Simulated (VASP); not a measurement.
A run of VASP 6.6.1:

Contents of INCAR:

```
SYSTEM = Si
PREC     = Accurate       ! precision mode
ENCUT    = 600            ! plane-wave cutoff, eV
EDIFF    = 1E-7           ! SCF threshold, eV
ISMEAR   = 1              ! smearing method
SIGMA    = 0.1            ! smearing width, eV
LREAL    = .FALSE.        ! projectors in reciprocal space
LASPH    = .TRUE.         ! aspherical terms in the spheres
NELM     = 80             ! most SCF steps
ALGO     = Fast           ! electronic algorithm
ISIF     = 2              ! what is computed and relaxed
LWAVE    = .FALSE.        ! write WAVECAR
LCHARG   = .FALSE.        ! write CHGCAR
GGA      = PS             ! functional
IBRION   = 2              ! ionic algorithm
NSW      = 40             ! ionic steps
EDIFFG   = -0.01          ! ionic threshold
```

KPOINTS

```
regular mesh
0
G
  16 16 16
  0 0 0
```

Contents of POSCAR:

```
Si                                      
1.0
    0.0000000000      1.9528468483      1.9528468483
    1.9528468483      0.0000000000      1.9528468483
    1.9528468483      1.9528468483      0.0000000000
  Si            
     1
Direct
     0.0000000000000000    0.0000000000000000    0.0000000000000000
```

Potentials or basis: VASP PAW PBE potentials, release 64 (Si).

Run with:

```bash
$ cat potpaw_PBE.64/Si/POTCAR > POTCAR
$ mpirun -np 1 vasp_std > vasp.out
```

Hardware: 1 thread of AMD EPYC 9R45 (Zen 5), on a shared host.

Task: Estimate the wall time of this run.

Result: Wall time 9.4 s on 1 thread of AMD EPYC 9R45 (Zen 5), with other jobs on the host, peak memory 0.11 GiB. Counts: scf iterations 12, k points 145, ion steps 1.
